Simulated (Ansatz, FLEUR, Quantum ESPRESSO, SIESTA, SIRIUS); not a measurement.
# BN: 5 runs at one level of theory

```xyz
4
Lattice="2.5539 0.0000 0.0000 -1.2770 2.2118 0.0000 0.0000 0.0000 4.2269" Properties=species:S:1:pos:R:3 pbc="T T T"
N     0.0000    1.4745    0.5295
N     1.2770    0.7373    2.6430
B     0.0000    1.4745    2.1123
B     1.2770    0.7373    4.2257
```

Measurements of this composition are mostly on another form, of space group No. 194.

Alike in all runs: task band structure; functional LDA; k mesh 12 × 12 × 6; occupations fermi-dirac, width 0.05 eV; no spin polarisation; no spin-orbit coupling. LDA stands for any of its common fits. Pressure is positive in compression and, in plane waves, holds the error of the finite cutoff. Gaps are the smaller of the mesh's and the band path's.

| program and potentials | plane-wave cutoff (eV) | notes | band gap (eV) | pressure (GPa) |
| --- | --- | --- | --- | --- |
| FLEUR, all-electron, FLAPW | - | - | 4.98 | - |
| Ansatz, all-electron LAPW, scalar-relativistic | - | - | 4.98 | -13.64 |
| SIRIUS, all-electron FP-LAPW, apw+lo standard | - | - | 4.98 | - |
| Quantum ESPRESSO, GBRV 1.5 LDA | 612 | - | 4.96 | -12.49 |
| SIESTA, files PseudoDojo sr-lda-0.4.1-standard, DZP (energy shift 0.003 Ry) | - | atomic basis | 5.09 | -10.56 |

Force on atom 3 (B), eV/Å:

```csv
program and potentials,x,y,z
"Ansatz, all-electron LAPW, scalar-relativistic",0.000,0.000,0.023
"SIRIUS, all-electron FP-LAPW, apw+lo standard",0.000,0.000,0.023
"Quantum ESPRESSO, GBRV 1.5 LDA",0.000,0.000,0.020
```

The band gap spans 4.96 (Quantum ESPRESSO, GBRV 1.5 LDA) to 5.09 eV (SIESTA, files PseudoDojo sr-lda-0.4.1-standard, DZP (energy shift 0.003 Ry)), with all-electron results at 4.98. The pressure spans -13.64 (Ansatz, all-electron LAPW, scalar-relativistic) to -10.56 GPa (SIESTA, files PseudoDojo sr-lda-0.4.1-standard, DZP (energy shift 0.003 Ry)), with all-electron results at -13.64. The cell lies far from this level's equilibrium. Rows in atomic bases carry the error of their basis and grid, which can be large.

Differences between rows come from potentials, basis sets and numerical settings, since the functional is the same but for its coding. Runs on potential files found faulty are left out.

The coordinates describe wurtzite BN, a tetrahedral sp3 network, so gaps measured on the layered form are no direct test of these values. The wide gap reflects short, strong and polar B–N bonds: the upper valence states are mainly N 2p, while the lowest conduction states have substantial antibonding and boron character. The true quasiparticle gap should be larger still, because Kohn–Sham gaps from a local functional lack the derivative discontinuity. The somewhat wider SIESTA gap probably reflects the limited freedom of its localised orbitals to describe conduction states.

The negative pressures mean that the cell is stretched relative to the LDA minimum and would contract if released. This fits the usual LDA overbinding, and in so stiff a covalent lattice even a modest strain produces a large stress. The small axial force on boron, by contrast, suggests that the internal coordinate is close to its optimum for this fixed cell. The results do not establish whether the wurtzite form is favoured over the layered or zincblende one.
